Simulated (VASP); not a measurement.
Crystal: Si.

```
CELL_PARAMETERS angstrom
0.00000 2.72185 2.72185
2.72185 0.00000 2.72185
2.72185 2.72185 0.00000
ATOMIC_POSITIONS crystal
Si 0.50000 0.50000 0.50000
Si 0.75000 0.75000 0.75000
```

* Program: VASP 6.6.1
* Task: relaxation of cell and atoms
* Functional: revPBE
* Potentials or basis: VASP PAW PBE potentials, release 64 (Si)
* Cutoff: 600 eV
* k mesh: 8 × 8 × 8
* Occupations: fermi-dirac, width 0.05 eV
* Spin: no spin polarisation

At the start: pressure 2.3 GPa; volume 20.16 Å³/atom.

How do energy, volume and symmetry change on relaxing?

Over 3 steps the energy falls by 3.7 meV/atom and the volume is 20.68 Å³/atom (+2.6 %); space group Fd-3m (No. 227, to 0.05 Å).

The path:
| step | energy change (eV) | largest force (eV/Å) | pressure (GPa) | volume (Å³) |
| --- | --- | --- | --- | --- |
| 1 | 0.0000 | 0.0000 | 2.33 | 40.33 |
| 2 | -0.0043 | 0.0000 | -1.38 | 42.06 |
| 3 | -0.0073 | 0.0000 | 0.01 | 41.37 |

Final structure:
```
Si
1.0
     0.00000    2.74497    2.74497
     2.74497    0.00000    2.74497
     2.74497    2.74497    0.00000
Si
2
Cartesian
  2.7450 2.7450 2.7450
  4.1175 4.1175 4.1175
```

Caveat: the PAW data sets were made with another functional, which shifts forces and pressure a little.
